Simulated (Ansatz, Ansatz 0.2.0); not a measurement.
# Lattice constants of YbSb₂: cutoff settled for LDA, k mesh still open, and no functional tried within 0.5 % on all axes

## What was measured

The reference is a room-temperature powder X-ray diffraction measurement on flux-grown YbSb₂, with the lattice constants taken from a Rietveld refinement ("Type I Superconductivity in YbSb2 Single Crystals", 2012, arXiv:1202.4772). The three axes, matched to the Cmcm setting by their lengths, are a = 4.554 Å, b = 16.715 Å and c = 4.267 Å, with b the long stacking axis. The powder contained about 5 % of residual antimony flux. As a separate phase it adds reflections of its own and may overlap with some of the compound's, but it does not by itself change the cell of YbSb₂. We therefore regard the axes as a usable reference for a static calculation, provided that thermal expansion is kept in mind.

| compared with | measured | source's wording or label | T (K) | method |
| --- | --- | --- | --- | --- |
| a (Å) | 4.554 | a, Cmcm setting | room temperature | powder XRD, Rietveld refinement |
| b (Å) | 16.715 | b, Cmcm setting | room temperature | powder XRD, Rietveld refinement |
| c (Å) | 4.267 | c, Cmcm setting | room temperature | powder XRD, Rietveld refinement |

## Approach

We want the lightest k mesh and plane-wave cutoff that still give the three axes of YbSb₂ reliably, and we want to know what heavier settings cost. The model is the six-atom primitive cell, with cell and atoms relaxed in the Cmcm space group and without spin polarisation, which suits essentially divalent ytterbium with its closed 4f shell.

Two tolerances apply. Against experiment, each of a, b and c should agree within 0.5 %: this is tight enough to separate functionals, whose usual errors are around one per cent, and comparable with the few tenths of a per cent by which a room-temperature axis may exceed the static one. For the numerical settings we ask for 0.1 % per axis relative to the densest setting tried, so that discretisation takes up only a small part of that target.

The convergence work is done with LDA, an inexpensive functional with a simple dependence on the density. It usually gives cells that are too small, which does not hinder a comparison of settings within LDA. We vary the mesh first, then the cutoff, and finally set the numerical errors against the differences between functionals. The starting cell comes from an earlier theoretical relaxation and is larger than the measured one by about 0.9 % in a, 1.0 % in b and 1.8 % in c.

Plain PBE is not among the levels examined in this study.

System: YbSb2, ZrSi2-type orthorhombic; Cmcm (No. 63), 6 atoms in the primitive cell; the database structure is a structure relaxed by earlier theory, not a measurement: a = 4.596 Å, b = 16.877 Å, c = 4.343 Å.

## 1. The k mesh with LDA

YbSb₂ is a metal, so the sampling of the Fermi surface enters the stress and hence the relaxed axes. We relax the cell on 4×4×4, 8×8×8 and 10×10×10 meshes with cutoff and smearing held fixed. We expect the two denser meshes to agree within 0.1 % on every axis, and the coarsest to be the doubtful one.

**Run 1.** Ansatz 0.2.0: LDA, cell and atoms relaxed from the database structure, PAW set soft_2, cutoff 420 eV (default), 4x4x4 k mesh, Gaussian smearing 0.1 eV.

Key lines of the input:
```
crystal:
  # lattice and atoms
kpoints:
  mp_grid: { grid: [4, 4, 4] }
hamiltonian:
  xc: lda
scf:
  occupations: { method: gaussian, width: 0.1 }
output:
  stress: true
relax:
  adjacent_minimum: "off"
  max_steps: 60
  cell: { stress_tol: 0.03 }
```

Command:
```
ansatz run input.yaml --threads 8 --pin off --max-ram 16384MiB --backend cpu --events-out ev --progress --plain --runs-dir out
```

Selected lines of the output:
```
Basis set: ecut = 420 eV, 2919 PW (Γ) [...]
k-points: 21 of 64
```

Converged; 15 s on 8 cores of Arm Neoverse V2, shared host.

**Run 2.** Ansatz 0.2.0: LDA, cell and atoms relaxed from the database structure, PAW set soft_2, cutoff 420 eV (default), 8x8x8 k mesh, Gaussian smearing 0.1 eV.

Key lines of the input, as changed from run 1:
```diff
  kpoints:
-   mp_grid: { grid: [4, 4, 4] }
+   mp_grid: { grid: [8, 8, 8] }
```

Selected lines of the output:
```
Basis set: ecut = 420 eV, 2911 PW (Γ) [...]
k-points: 105 of 512
--- Relaxed structure (6 steps of the walk, 6 accepted, 1 SCFs on fresh bases) ---
```

Converged; 65 s on the same hardware.

**Run 3.** Ansatz 0.2.0: LDA, cell and atoms relaxed from the database structure, PAW set soft_2, cutoff 420 eV (default), 10x10x10 k mesh, Gaussian smearing 0.1 eV.

Key lines of the input, as changed from run 1:
```diff
  kpoints:
-   mp_grid: { grid: [4, 4, 4] }
+   mp_grid: { grid: [10, 10, 10] }
```

Command:
```
ansatz run input.yaml --threads 4 --pin off --max-ram 16384MiB --backend cpu --events-out ev --progress --plain --runs-dir out
```

Selected lines of the output:
```
Basis set: ecut = 420 eV, 2919 PW (Γ) [...]
k-points: 186 of 1000
```

Converged; 3.7 min on 4 cores of Arm Neoverse V2, shared host.

| quantity | run 1 | run 2 | run 3 | measured |
| --- | --- | --- | --- | --- |
| a (Å) | 4.363 | 4.360 | 4.357 | 4.554 |
| b (Å) | 15.917 | 16.039 | 15.997 | 16.715 |
| c (Å) | 4.278 | 4.248 | 4.259 | 4.267 |
| conventional cell volume (Å³) | 297.12 | 297.10 | 296.86 |  |

The two denser meshes do not agree as closely as we expected. Between 8×8×8 and 10×10×10, a changes by 0.07 %, but b and c each change by about a quarter of a per cent, in opposite directions, so the 0.1 % tolerance is not met for these two axes. The 4×4×4 mesh is off by about 0.5 % in b and c, as much as the whole target against experiment. The volume hides this: all three meshes give it within 0.1 %, because a longer b is offset by a shorter c. Volume alone would have passed the coarsest mesh.

The distance from experiment is much larger. On the densest mesh a and b are both about 4.3 % too short, while c is only 0.2 % short. That is well beyond the usual LDA contraction and very uneven, and neither the mesh nor thermal expansion can account for it. One possible cause is the ytterbium 4f shell: LDA tends to place filled 4f levels too high, and if they mix with the conduction states the atom shrinks towards the trivalent size. These runs do not test that.

## 2. Cutoff, and a first look at PBEsol

We now vary the cutoff at 8×8×8, to 290 eV and 590 eV on either side of 420 eV. Although this mesh leaves a few tenths of a per cent open in b and c, the three runs share it and can be compared with one another. We expect 420 eV to lie close to 590 eV and the lowest cutoff to show a visible error.

PBEsol on the same mesh and at 420 eV is added for scale. It usually gives somewhat larger cells than LDA, and will show whether the large deficit in a and b is peculiar to LDA.

**Run 4.** Ansatz 0.2.0: LDA, cell and atoms relaxed from the database structure, PAW set soft_2, cutoff 290 eV, 8x8x8 k mesh, Gaussian smearing 0.1 eV.

Key lines of the input, as changed from run 2:
```diff
+ basis:
+   ecutwfc: 290.0
```

Selected lines of the output:
```
Basis set: ecut = 290 eV, 1675 PW (Γ) [...]
--- Relaxed structure (20 steps of the walk, 19 accepted, 9 SCFs on fresh bases) ---
```

Converged; 2.3 min on 8 cores of Arm Neoverse V2, shared host. Warnings: cutoff_below_recommended (in short: A typed cutoff is below a recommended value, from the records, the datasets' recipe or DFPT's needs, possibly lowering the density cutoff; compare with a higher-cutoff run).

**Run 5.** Ansatz 0.2.0: LDA, cell and atoms relaxed from the database structure, PAW set soft_2, cutoff 590 eV, 8x8x8 k mesh, Gaussian smearing 0.1 eV.

Key lines of the input, as changed from run 2:
```diff
+ basis:
+   ecutwfc: 590.0
```

Selected lines of the output:
```
Basis set: ecut = 590 eV, 4831 PW (Γ) [...]
--- Relaxed structure (6 steps of the walk, 6 accepted, 1 SCFs on fresh bases) ---
```

Converged; 3.1 min on 4 cores of Arm Neoverse V2, shared host.

**Run 6.** Ansatz 0.2.0: PBEsol, cell and atoms relaxed from the database structure, PAW set soft_2, cutoff 420 eV (default), 8x8x8 k mesh, Gaussian smearing 0.1 eV.

Key lines of the input, as changed from run 2:
```diff
  hamiltonian:
-   xc: lda
+   xc: pbesol
```

Selected lines of the output:
```
--- Relaxed structure (6 steps of the walk, 6 accepted, 1 SCFs on fresh bases) ---
```

Converged; 74 s on 8 cores of Arm Neoverse V2, shared host.

| quantity | run 4 | run 5 | run 6 | measured |
| --- | --- | --- | --- | --- |
| a (Å) | 4.389 | 4.359 | 4.422 | 4.554 |
| b (Å) | 16.122 | 16.036 | 16.193 | 16.715 |
| c (Å) | 4.232 | 4.249 | 4.288 | 4.267 |
| conventional cell volume (Å³) | 299.45 | 297.02 | 307.03 |  |

At 8×8×8 the default cutoff of 420 eV is sufficient for LDA: going to 590 eV changes each axis by only about 0.02 %. At 290 eV the axes are off by 0.7 % in a, 0.5 % in b and −0.4 % in c relative to 590 eV, far outside the tolerance, which bears out the program's warning that this cutoff is below the recommended value. Nor did it save time. The relaxation needed 20 steps and nine restarts on a fresh basis, against six and one at 420 eV, and took 2.3 min instead of 65 s on the same type of processor with the same number of cores.

PBEsol lengthens all three axes, but a and b remain about 2.9 % and 3.1 % too short, while c is now 0.5 % too long. The uneven misfit is therefore not peculiar to LDA. It is also about ten times the mesh uncertainty found with LDA, so a better mesh would not be expected to remove it.

## 3. r²SCAN on two meshes, and BLYP

A misplaced 4f shell would be a self-interaction error, which r²SCAN usually reduces. We therefore relax the cell with r²SCAN at 8×8×8 and expect a and b to move towards the measured values. A second r²SCAN run at 4×4×4 will show whether the exchange of length between b and c on the coarse mesh recurs at this level.

BLYP at 8×8×8 serves as a contrast: it is a gradient-corrected functional that tends to give cells that are too large, and it shows whether a general expansion would repair the proportions of the cell as well as its size.

**Run 7.** Ansatz 0.2.0: r2SCAN, cell and atoms relaxed from the database structure, PAW set soft_2, cutoff 500 eV (default), 8x8x8 k mesh, Gaussian smearing 0.1 eV.

Key lines of the input, as changed from run 2:
```diff
  hamiltonian:
-   xc: lda
+   xc: r2scan
```

Selected lines of the output:
```
Basis set: ecut = 500 eV, 4117 PW (Γ) [...]
k-points: 105 of 512
--- Relaxed structure (5 steps of the walk, 5 accepted, 1 SCFs on fresh bases) ---
```

Converged; 2.6 min on 8 cores of Arm Neoverse V1, shared host.

**Run 8.** Ansatz 0.2.0: r2SCAN, cell and atoms relaxed from the database structure, PAW set soft_2, cutoff 500 eV (default), 4x4x4 k mesh, Gaussian smearing 0.1 eV.

Key lines of the input, as changed from run 1:
```diff
  hamiltonian:
-   xc: lda
+   xc: r2scan
```

Selected lines of the output:
```
Basis set: ecut = 500 eV, 4117 PW (Γ) [...]
k-points: 21 of 64
--- Relaxed structure (4 steps of the walk, 4 accepted, 1 SCFs on fresh bases) ---
```

Converged; 30 s on the same hardware.

**Run 9.** Ansatz 0.2.0: BLYP, cell and atoms relaxed from the database structure, PAW set soft_2, cutoff 420 eV (default), 8x8x8 k mesh, Gaussian smearing 0.1 eV.

Key lines of the input, as changed from run 2:
```diff
  hamiltonian:
-   xc: lda
+   xc: blyp
```

Selected lines of the output:
```
--- Relaxed structure (6 steps of the walk, 6 accepted, 1 SCFs on fresh bases) ---
```

Converged; 2.4 min on 4 cores of Arm Neoverse V2, shared host.

| quantity | run 7 | run 8 | run 9 | measured |
| --- | --- | --- | --- | --- |
| a (Å) | 4.498 | 4.497 | 4.658 | 4.554 |
| b (Å) | 16.863 | 16.773 | 17.689 | 16.715 |
| c (Å) | 4.275 | 4.303 | 4.379 | 4.267 |
| conventional cell volume (Å³) | 324.26 | 324.54 | 360.83 |  |

r²SCAN moves a and b in the expected direction, but b overshoots. At 8×8×8, a is 1.2 % too short, b 0.9 % too long and c 0.2 % too long, so only c meets the 0.5 % target. The volume lies within 0.2 % of the product of the measured axes, but only because the errors in a and b offset each other.

The 4×4×4 mesh again exchanges length between the axes: relative to 8×8×8, b is 0.5 % shorter and c 0.7 % longer, while a hardly changes. On the coarse mesh b would pass and c would fail, the reverse of the denser mesh. The saving from 2.6 min to 30 s therefore costs the very information we are after. The miss in a is far larger than its change between these meshes. For b and c, convergence beyond 8×8×8 was not tested with r²SCAN.

Compared with the measured axes, BLYP makes a about 2.3 %, b about 5.8 % and c about 2.6 % too long. It brings the ratio of c to a close to experiment but stretches the stacking axis much too far, so a general expansion does not repair the cell. Since BLYP also expands the cell strongly without being designed to reduce self-interaction, the longer axes with r²SCAN do not by themselves establish the 4f shell as the cause of the LDA and PBEsol deficit. That explanation remains a conjecture.

## All runs against the measurement

| run | settings | a (Å) | b (Å) | c (Å) | mean abs. dev. (%) | cost |
| --- | --- | --- | --- | --- | --- | --- |
| 1 | LDA, 4x4x4 mesh | 4.363 | 15.917 | 4.278 | 3.1 | 2 core-min |
| 2 | LDA, cutoff 420 eV (default), 8x8x8 k mesh | 4.360 | 16.039 | 4.248 | 2.9 | 8.7 core-min |
| 3 | LDA, 10x10x10 mesh | 4.357 | 15.997 | 4.259 | 2.9 | 15 core-min |
| 4 | LDA, cutoff 290 eV | 4.389 | 16.122 | 4.232 | 2.7 | 19 core-min |
| 5 | LDA, cutoff 590 eV | 4.359 | 16.036 | 4.249 | 2.9 | 12 core-min |
| 6 | PBEsol, cutoff 420 eV (default), 8x8x8 k mesh | 4.422 | 16.193 | 4.288 | 2.2 | 9.8 core-min |
| 7 | r2SCAN, cutoff 500 eV | 4.498 | 16.863 | 4.275 | 0.8 | 21 core-min |
| 8 | r2SCAN, cutoff 500 eV, 4x4x4 mesh | 4.497 | 16.773 | 4.303 | 0.8 | 4 core-min |
| 9 | BLYP, cutoff 420 eV (default), 8x8x8 k mesh | 4.658 | 17.689 | 4.379 | 3.6 | 9.5 core-min |
|  | measured | 4.554 | 16.715 | 4.267 |  |  |

## Conclusion

No level tried meets the target of 0.5 % on all three axes. r²SCAN on the 8×8×8 mesh comes closest, at 21 core-minutes: c is within the target at +0.2 %, but a is 1.2 % too short and b 0.9 % too long. Its nearly correct volume rests on the cancellation of these two errors. Allowing a few tenths of a per cent for thermal expansion would reduce the miss in a but increase that in b.

The numerical question is only half answered. For LDA, 420 eV is a sufficient cutoff, and 590 eV adds cost without a useful change. The 290 eV run was a false economy: it cost more than the default, and its slightly smaller mean deviation from experiment is chance. No mesh was shown to hold the 0.1 % tolerance, since b and c still shift by about a quarter of a per cent between the two densest LDA meshes. The most useful result is that the volume is a poor test of convergence here: it hardly changes while b and c exchange length. The 4×4×4 mesh is therefore unsuitable for the axes, even though with r²SCAN it gives the same mean deviation as 8×8×8.

For LDA and PBEsol, the deficits of about 3 to 4 % in a and b far exceed the mesh error. Ytterbium 4f levels placed too high would act in this direction, but no run isolated that effect. A calculation with a Hubbard U on the 4f shell would be the natural test. The opposite errors of r²SCAN in a and b also remain unexplained.

[Logs are printed without paths, hosts, clocks, repeated set-up lines and the standing remarks that a program may print on its own settings, such as how far it seeks lower states.]

[The runs shown are a pick from a larger set of finished runs; failed, doubtful and other runs were left out of it ahead of writing. So were measured values far from every level or from commonly accepted values, and agreement can look better than it is. Lines of input and output are excerpts and may be shortened.]

[The starting structure comes from the Materials Project. Plain PBE was run on this system too; it isn't shown.]
